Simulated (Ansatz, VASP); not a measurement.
One calculation of Re, two programs

The input INCAR:

```
SYSTEM = Re
ALGO = Normal ; EDIFF = 1E-6
ENCUT = 520 ; GGA = PE
ISIF = 2 ; ISMEAR = -1
LASPH = .True. ; LCHARG = .False.
LREAL = .False. ; LWAVE = .False.
NBANDS = 10 ; NELM = 60
PREC = Accurate ; SIGMA = 0.03
```

File KPOINTS:

```
k-points
0
Gamma
  14 14 14
  0 0 0
```

File POSCAR:

```
Re
1.0
    0.0000000000      1.9945557272      1.9945557272
    1.9945557272      0.0000000000      1.9945557272
    1.9945557272      1.9945557272      0.0000000000
Re
1
Direct
    0.0000000000      0.0000000000      0.0000000000
```

Input for Ansatz:

```yaml
crystal:
  lattice:
    - [0.0, 1.9945557272, 1.9945557272]
    - [1.9945557272, 0.0, 1.9945557272]
    - [1.9945557272, 1.9945557272, 0.0]
  atoms:
    - { symbol: Re, position: [0.0, 0.0, 0.0] }
kpoints:
  mp_grid: { grid: [14, 14, 14] }
scf:
  occupations: { method: fermi_dirac, width: 0.03 }
hamiltonian:
  xc: pbe
  pseudopotentials: { kind: all_electron, lapw: { basis_error: 0.001 } }
output:
  forces: true
  stress: true
  eigenvalues: true
```

Change from the starting cell: volume scaled by 1.03.

Alike in both runs: task single point; functional PBE; k mesh 14 × 14 × 14; occupations fermi-dirac, width 0.03 eV; no spin polarisation.

|  | VASP | Ansatz |
| --- | --- | --- |
| version | VASP 6.6.1 | Ansatz 0.2.0 |
| potentials or method | VASP PAW PBE potentials, release 64 (Re) | all-electron LAPW, scalar-relativistic |
| plane-wave cutoff (eV) | 520 | see its input |

VASP gave:

* pressure (GPa): -18.8

Problem. Estimate Ansatz's values.

Solution. Pressure (GPa): -17.8.

Ansatz ran all-electron here, so the differences hold the error of VASP's frozen core and of both bases.

Caveats: so large a pressure means that the cell lies far from this level's equilibrium, or that cutoff or potentials fall short (VASP). The runs have no spin-orbit coupling, so splittings on Re are missing.
